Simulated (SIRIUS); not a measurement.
# KBr (Fm-3m) in SIRIUS: single point with LDA

Aim: the single point of KBr with LDA.

Everything below comes from runs of SIRIUS 7.12.0. Logs are shortened: lines on timing, memory, paths and dates and some standing lists are left out, and cuts for length are marked. The log counts tension as positive stress, the text compression.

## 1. The undisturbed crystal

The structure is cubic, space group Fm-3m (No. 225). The conventional cell has a = 6.600 Å, b = 6.600 Å, c = 6.600 Å, α = 90.00°, β = 90.00°, γ = 90.00°. Br (site symmetry m-3m) is surrounded by 6 K at 3.30 Å. Around K (site symmetry m-3m) lie 6 Br at 3.30 Å.

## 2. Single point, LDA (cell squeezed)

Contents of sirius.json:

```json
{
  "control": {
    "processing_unit": "cpu",
    "std_evp_solver_name": "lapack",
    "gen_evp_solver_name": "lapack",
    "verbosity": 2,
    "print_forces": true,
    "ortho_rf": true,
    "use_second_variation": true,
    "rmt_max": 3.0,
    "num_bands_to_print": 23,
    "save_wf": true
  },
  "parameters": {
    "electronic_structure_method": "full_potential_lapwlo",
    "xc_functionals": ["XC_LDA_X", "XC_LDA_C_PW"],
    "core_relativity": "dirac",
    "valence_relativity": "none",
    "num_fv_states": 23,
    "smearing": "fermi_dirac",
    "smearing_width": 0.0007349864,
    "pw_cutoff": 20,
    "gk_cutoff": 3.5,
    "lmax_apw": 10,
    "lmax_rho": 8,
    "lmax_pot": 8,
    "num_mag_dims": 0,
    "auto_rmt": 0,
    "ngridk": [7, 7, 7],
    "shiftk": [0, 0, 0],
    "num_dft_iter": 80,
    "energy_tol": 1e-07,
    "density_tol": 1e-07,
    "use_symmetry": true
  },
  "settings": {"tol_ne": 1e-10},
  "iterative_solver": {"type": "exact"},
  "mixer": {"type": "anderson", "beta": 0.5, "max_history": 8},
  "unit_cell": {
    "lattice_vectors": [[0.0, 5.7890789079, 5.7890789079], [5.7890789079, 0.0, 5.7890789079], [5.7890789079, 5.7890789079, 0.0]],
    "atom_types": ["Br", "K"],
    "atom_files": {"Br": "Br.json", "K": "K.json"},
    "atoms": {"Br": [[0.5, 0.5, 0.5]], "K": [[0.0, 0.0, 0.0]]}
  }
}
```

Contents of Br.json:

```json
{
  "name": "bromine",
  "symbol": "Br",
  "number": 35,
  "mass": 79.904,
  "rmin": 1e-06,
  "rmt": 2.4,
  "nrmt": 800,
  "rinf": 12.55,
  "core": "1s2s2p3s",
  "valence": [
    {"basis": [{"enu": -0.17, "dme": 0, "n": 0, "auto": 0}, {"enu": -0.17, "dme": 1, "n": 0, "auto": 0}]},
    {"l": 0, "n": 1, "basis": [{"enu": -0.2455, "dme": 0, "n": 0, "auto": 0}]},
    {"l": 1, "n": 2, "basis": [{"enu": -0.07, "dme": 0, "n": 0, "auto": 0}]},
    {"l": 2, "n": 3, "basis": [{"enu": -0.07, "dme": 0, "n": 0, "auto": 0}]},
    {"l": 3, "n": 4, "basis": [{"enu": -0.07, "dme": 0, "n": 0, "auto": 0}]}
  ],
  "lo": [
    {
      "l": 0,
      "basis": [{"enu": -0.2455, "dme": 0, "n": 0, "auto": 0}, {"enu": -0.2455, "dme": 1, "n": 0, "auto": 0}]
    },
    {
      "l": 0,
      "basis": [{"enu": -0.2455, "dme": 1, "n": 0, "auto": 0}, {"enu": -0.2455, "dme": 2, "n": 0, "auto": 0}]
    },
    {
      "l": 0,
      "basis": [{"enu": -0.2455, "dme": 0, "n": 0, "auto": 0}, {"enu": 1.8378, "dme": 0, "n": 0, "auto": 0}]
    },
    {"l": 1, "basis": [{"enu": -0.07, "dme": 0, "n": 0, "auto": 0}, {"enu": -0.07, "dme": 1, "n": 0, "auto": 0}]},
    {"l": 1, "basis": [{"enu": -0.07, "dme": 1, "n": 0, "auto": 0}, {"enu": -0.07, "dme": 2, "n": 0, "auto": 0}]},
    {
      "l": 1,
      "basis": [{"enu": -6.1336, "dme": 0, "n": 3, "auto": 1}, {"enu": -6.1336, "dme": 1, "n": 3, "auto": 1}]
    },
    {
      "l": 1,
      "basis": [{"enu": -0.07, "dme": 0, "n": 0, "auto": 0}, {"enu": 2.3258, "dme": 0, "n": 0, "auto": 0}]
    },
    {"l": 2, "basis": [{"enu": -0.07, "dme": 0, "n": 0, "auto": 0}, {"enu": -0.07, "dme": 1, "n": 0, "auto": 0}]},
    {
      "l": 2,
      "basis": [{"enu": -2.2402, "dme": 0, "n": 3, "auto": 1}, {"enu": -2.2402, "dme": 1, "n": 3, "auto": 1}]
    },
    {
      "l": 2,
      "basis": [{"enu": -2.2402, "dme": 1, "n": 3, "auto": 1}, {"enu": -0.07, "dme": 0, "n": 0, "auto": 0}]
    },
    {
      "l": 2,
      "basis": [{"enu": -0.07, "dme": 0, "n": 0, "auto": 0}, {"enu": 3.5411, "dme": 0, "n": 0, "auto": 0}]
    },
    {"l": 3, "basis": [{"enu": -0.07, "dme": 0, "n": 0, "auto": 0}, {"enu": -0.07, "dme": 1, "n": 0, "auto": 0}]},
    {
      "l": 3,
      "basis": [{"enu": -0.07, "dme": 0, "n": 0, "auto": 0}, {"enu": 2.9508, "dme": 0, "n": 0, "auto": 0}]
    }
  ],
  "free_atom": [... radial grid and density of the free atom, the start of the SCF ...]
}
```

Contents of K.json:

```json
{
  "name": "potassium",
  "symbol": "K",
  "number": 19,
  "mass": 39.0983,
  "rmin": 1e-06,
  "rmt": 2.4,
  "nrmt": 800,
  "rinf": 22.7,
  "core": "1s2s2p",
  "valence": [
    {"basis": [{"enu": -0.17, "dme": 0, "n": 0, "auto": 0}, {"enu": -0.17, "dme": 1, "n": 0, "auto": 0}]},
    {"l": 0, "n": 1, "basis": [{"enu": -0.07, "dme": 0, "n": 0, "auto": 0}]},
    {"l": 1, "n": 2, "basis": [{"enu": -0.07, "dme": 0, "n": 0, "auto": 0}]},
    {"l": 2, "n": 3, "basis": [{"enu": -0.07, "dme": 0, "n": 0, "auto": 0}]},
    {"l": 3, "n": 4, "basis": [{"enu": -0.07, "dme": 0, "n": 0, "auto": 0}]}
  ],
  "lo": [
    {"l": 0, "basis": [{"enu": -0.07, "dme": 0, "n": 0, "auto": 0}, {"enu": -0.07, "dme": 1, "n": 0, "auto": 0}]},
    {
      "l": 0,
      "basis": [{"enu": -1.2726, "dme": 0, "n": 3, "auto": 1}, {"enu": -1.2726, "dme": 1, "n": 3, "auto": 1}]
    },
    {
      "l": 0,
      "basis": [{"enu": -1.2726, "dme": 1, "n": 3, "auto": 1}, {"enu": -0.07, "dme": 0, "n": 0, "auto": 0}]
    },
    {
      "l": 0,
      "basis": [{"enu": -0.07, "dme": 0, "n": 0, "auto": 0}, {"enu": 2.7078, "dme": 0, "n": 0, "auto": 0}]
    },
    {"l": 1, "basis": [{"enu": -0.07, "dme": 0, "n": 0, "auto": 0}, {"enu": -0.07, "dme": 1, "n": 0, "auto": 0}]},
    {
      "l": 1,
      "basis": [{"enu": -0.6734, "dme": 0, "n": 3, "auto": 1}, {"enu": -0.6734, "dme": 1, "n": 3, "auto": 1}]
    },
    {
      "l": 1,
      "basis": [{"enu": -0.6734, "dme": 1, "n": 3, "auto": 1}, {"enu": -0.07, "dme": 0, "n": 0, "auto": 0}]
    },
    {
      "l": 1,
      "basis": [{"enu": -0.07, "dme": 0, "n": 0, "auto": 0}, {"enu": 3.1244, "dme": 0, "n": 0, "auto": 0}]
    },
    {"l": 2, "basis": [{"enu": -0.07, "dme": 0, "n": 0, "auto": 0}, {"enu": -0.07, "dme": 1, "n": 0, "auto": 0}]},
    {"l": 2, "basis": [{"enu": -0.07, "dme": 1, "n": 0, "auto": 0}, {"enu": -0.07, "dme": 2, "n": 0, "auto": 0}]},
    {
      "l": 2,
      "basis": [{"enu": -0.07, "dme": 0, "n": 0, "auto": 0}, {"enu": 2.6383, "dme": 0, "n": 0, "auto": 0}]
    },
    {"l": 3, "basis": [{"enu": -0.07, "dme": 0, "n": 0, "auto": 0}, {"enu": -0.07, "dme": 1, "n": 0, "auto": 0}]}
  ],
  "free_atom": [... radial grid and density of the free atom, the start of the SCF ...]
}
```

Contents of sirius_start.json:

```json
{
  "control": {
    "processing_unit": "cpu",
    "std_evp_solver_name": "lapack",
    "gen_evp_solver_name": "lapack",
    "verbosity": 1,
    "print_forces": false,
    "ortho_rf": true,
    "use_second_variation": true,
    "rmt_max": 3.0,
    "num_bands_to_print": 23,
    "save_wf": false
  },
  "parameters": {
    "electronic_structure_method": "full_potential_lapwlo",
    "xc_functionals": ["XC_LDA_X", "XC_LDA_C_PW"],
    "core_relativity": "dirac",
    "valence_relativity": "none",
    "num_fv_states": 23,
    "smearing": "fermi_dirac",
    "smearing_width": 0.0055123983,
    "pw_cutoff": 20,
    "gk_cutoff": 2.8,
    "lmax_apw": 10,
    "lmax_rho": 8,
    "lmax_pot": 8,
    "num_mag_dims": 0,
    "auto_rmt": 0,
    "ngridk": [3, 3, 3],
    "shiftk": [0, 0, 0],
    "num_dft_iter": 30,
    "energy_tol": 0.01,
    "density_tol": 0.05,
    "use_symmetry": true
  },
  "settings": {"tol_ne": 1e-10},
  "iterative_solver": {"type": "exact"},
  "mixer": {"type": "anderson", "beta": 0.5, "max_history": 8},
  "unit_cell": {
    "lattice_vectors": [[0.0, 5.7890789079, 5.7890789079], [5.7890789079, 0.0, 5.7890789079], [5.7890789079, 5.7890789079, 0.0]],
    "atom_types": ["Br", "K"],
    "atom_files": {"Br": "Br.json", "K": "K.json"},
    "atoms": {"Br": [[0.5, 0.5, 0.5]], "K": [[0.0, 0.0, 0.0]]}
  }
}
```

Potentials or basis: all-electron FP-LAPW (no relativity for the valence), apw+lo standard.

The run is started by

```bash
$ OMP_NUM_THREADS=1 sirius.scf --input=sirius_start.json --output=start.json
$ OMP_NUM_THREADS=1 sirius.scf --input=sirius.json --output=output.json --task=1
```

Standard output:

```text
[info] SIRIUS version : 7.12.0
[info] number of MPI ranks           : 1
[info] MPI grid                      : 1 1
[info] maximum number of OMP threads : 1
[fft] FFT context for density and potential
[fft] =====================================
[fft]   plane wave cutoff                     : 20
[fft]   grid size                             : 60 60 60   total : 216000
[fft]   grid limits                           : -29 30   -29 30   -29 30
[fft]   number of G-vectors within the cutoff : 52345
[fft]   number of G-shells                    : 1364
[fft] FFT context for coarse grid
[fft] =====================================
[fft]   plane wave cutoff                     : 7
[fft]   grid size                             : 24 24 24   total : 13824
[fft]   grid limits                           : -11 12   -11 12   -11 12
[fft]   number of G-vectors within the cutoff : 2229
[fft]   number of G-shells                    : 84
[unit cell] lattice vectors
[unit cell]   a1 :       0.0000000000      5.7890789079      5.7890789079
[unit cell]   a2 :       5.7890789079      0.0000000000      5.7890789079
[unit cell]   a3 :       5.7890789079      5.7890789079      0.0000000000
[unit cell] reciprocal lattice vectors
[unit cell]   b1 :      -0.5426757354      0.5426757354      0.5426757354
[unit cell]   b2 :       0.5426757354     -0.5426757354      0.5426757354
[unit cell]   b3 :       0.5426757354      0.5426757354     -0.5426757354
[unit cell] unit cell volume :       388.02383477 [a.u.^3]
[unit cell] 1/sqrt(omega)    :         0.05076575
[unit cell] MT volume        :       115.81167158 (29.85%)
[unit cell] IT volume        :       272.21216319 (70.15%)
[unit cell] number of atom types : 2
[unit cell] type id : 0 symbol : Br mt_radius :   2.400000 num_atoms : 1
[unit cell] type id : 1 symbol :  K mt_radius :   2.400000 num_atoms : 1
[unit cell] total number of atoms : 2
[unit cell] number of symmetry classes : 2
[unit cell] atom id  type id  class id             position                      vector_field
[unit cell] ------------------------------------------------------------------------------------------
[... 348 lines left out ...]
[diagonalize] ik:   17   -5.941494   -5.941494   -5.941494   -2.185499   -2.185496   -2.185417   -2.185415   -2.185414   -0.968264   -0.437244   -0.386448   -0.384602   -0.368576   -0.036918   -0.013030   -0.009166    0.266894    0.300630    0.348872    0.379675    0.392725    0.414332    0.446082
[diagonalize] ik:   18   -5.941494   -5.941494   -5.941494   -2.185501   -2.185499   -2.185420   -2.185416   -2.185414   -0.968187   -0.429858   -0.388486   -0.386827   -0.376371   -0.027359   -0.010591   -0.007647    0.231553    0.317503    0.341211    0.382465    0.388019    0.416239    0.448308
[diagonalize] ik:   19   -5.941494   -5.941494   -5.941494   -2.185500   -2.185496   -2.185416   -2.185415   -2.185412   -0.968161   -0.432112   -0.389140   -0.386673   -0.372419   -0.024652   -0.019042   -0.011007    0.263415    0.298873    0.341355    0.371314    0.410346    0.420216    0.464441
[generate_core_charge_density] atom class : 0
[generate_core_charge_density]   n,l,k : 1 0 1  energy :        -488.36495102
[generate_core_charge_density]   n,l,k : 2 0 1  energy :         -63.41230188
[generate_core_charge_density]   n,l,k : 2 1 1  energy :         -57.15135607
[generate_core_charge_density]   n,l,k : 2 1 2  energy :         -55.40764951
[generate_core_charge_density]   n,l,k : 3 0 1  energy :          -8.47087902
[generate_core_charge_density] atom class : 1
[generate_core_charge_density]   n,l,k : 1 0 1  energy :        -128.73558156
[generate_core_charge_density]   n,l,k : 2 0 1  energy :         -12.64309768
[generate_core_charge_density]   n,l,k : 2 1 1  energy :         -10.05954307
[generate_core_charge_density]   n,l,k : 2 1 2  energy :          -9.95351950
[find] Total energy                   :   -3202.44444871 (Ha),   -6404.88889741 (Ry)
[... 22 lines left out ...]
[find] valence_eval_sum               :     -62.50068238
[find] core_eval_sum                  :   -1798.99405515
[find] kinetic energy                 :    3268.22087159
[find] enuc                           :   -3865.01198708
[find] <rho|V^{XC}>                   :    -159.88786087
[find] <rho|E^{XC}>                   :    -120.73945276
[find] <mag|B^{XC}>                   :       0.00000000
[find] <rho|V^{H}>                    :   -4969.82774825
[find] smearing (-TS)                 :       0.00000000
[find] SCF correction                 :      -0.00000625
[find] Total energy                   :   -3202.44444863 (Ha),   -6404.88889726 (Ry)
[find] Free energy (E-TS)             :   -3202.44444863 (Ha),   -6404.88889726 (Ry)
[find] band gap (eV)                  :       4.97145253
[find] Efermi                         :       0.10147277
[find] iteration : 7, RMS (target) : 4.5749e-08 (1.0000e-07) , energy difference (target) : -6.7303e-11 (1.0000e-07)
[find] converged after 8 SCF iterations!
[find] Charges and magnetic moments
[find] --------------------------------------------------------------------------------
[find] atom      charge    core leakage
[find] --------------------------------------------------------------------------------
[find]    0   33.518929    1.024509e-06
[find]    1   17.625498    1.165298e-07
[find] total core leakage    : 1.14103929e-06
[find] interstitial charge   : 2.855571
[find] total charge          : 53.999998
[find] Energy
[find] --------------------------------------------------------------------------------
[find] valence_eval_sum               :     -62.50068238
[find] core_eval_sum                  :   -1798.99405515
[find] kinetic energy                 :    3268.22087159
[find] enuc                           :   -3865.01198708
[find] <rho|V^{XC}>                   :    -159.88786087
[find] <rho|E^{XC}>                   :    -120.73945276
[find] <mag|B^{XC}>                   :       0.00000000
[find] <rho|V^{H}>                    :   -4969.82774825
[find] smearing (-TS)                 :       0.00000000
[find] SCF correction                 :      -0.00000625
[find] Total energy                   :   -3202.44444863 (Ha),   -6404.88889726 (Ry)
[find] Free energy (E-TS)             :   -3202.44444863 (Ha),   -6404.88889726 (Ry)
[find] band gap (eV)                  :       4.97145253
[find] Efermi                         :       0.10147277
[ground_state]
[ground_state] ==== total Forces in Ha/bohr =====
[ground_state] atom:    0, force:       0.0000000      0.0000000      0.0000000
[ground_state] atom:    1, force:       0.0000000      0.0000000      0.0000000
[ground_state] ==== contribution from density =====
[ground_state] atom:    0, force:       0.0000000      0.0000000      0.0000000
[ground_state] atom:    1, force:       0.0000000      0.0000000      0.0000000
[ground_state] ==== contribution from Hartree potential =====
[ground_state] atom:    0, force:       0.0000000      0.0000000      0.0000000
[ground_state] atom:    1, force:       0.0000000      0.0000000      0.0000000
[ground_state] ==== contribution from IBS =====
[ground_state] atom:    0, force:       0.0000000      0.0000000      0.0000000
[ground_state] atom:    1, force:       0.0000000      0.0000000      0.0000000
```

Wall time 41 s (1 thread of Arm Neoverse V2, shared host); peak memory 0.46 GiB.

What came out:

* Free energy: -87142.9528 eV
* Band gap on the k mesh: 4.97 eV, direct
* All electrons inside the program's atomic spheres: Br 33.52; K 17.63 (radii Br 2.4, K 2.4 bohr)

Levels at points of the mesh, in eV from the valence-band top:
| k point | band 14 | band 15 | band 16 | band 17 | band 18 | band 19 |
| --- | --- | --- | --- | --- | --- | --- |
| (0.00, 0.00, 0.00) | 0.00 | 0.00 | 0.00 | 4.97 | 7.23 | 7.23 |

Caveat: relativity is left out for the valence states, which matters for the heavier elements; an odd mesh through Γ misses points on the zone boundary, where band edges often lie.
